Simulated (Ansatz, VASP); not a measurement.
One calculation of Tl, two programs

```
CELL_PARAMETERS angstrom
0.00000 3.36971 3.36971
3.36971 0.00000 3.36971
3.36971 3.36971 0.00000
ATOMIC_POSITIONS crystal
Tl 0.87500 0.87500 0.87500
Tl 0.12500 0.12500 0.12500
```

Alike in both runs: functional LDA; k mesh 11 × 11 × 11; occupations fermi-dirac, width 0.05 eV; no spin polarisation.

Ansatz relaxed the structure, and its values are those at the end. VASP's run is a single point on that final structure, the one shown.

|  | VASP | Ansatz |
| --- | --- | --- |
| version | VASP 6.6.1 | Ansatz 0.2.0 |
| potentials or method | VASP PAW LDA potentials, release 64 (Tl_d) | PAW with Ansatz's default frozen-core files, scalar-relativistic |
| plane-wave cutoff (eV) | 520 | 420 |
| valence electrons in the cell | 26 | 26 |

```csv
,VASP,Ansatz,Ansatz less VASP
pressure (GPa),0.0,0.0,-0.02
```

Spin-orbit coupling is left out, which matters for the levels of Tl.
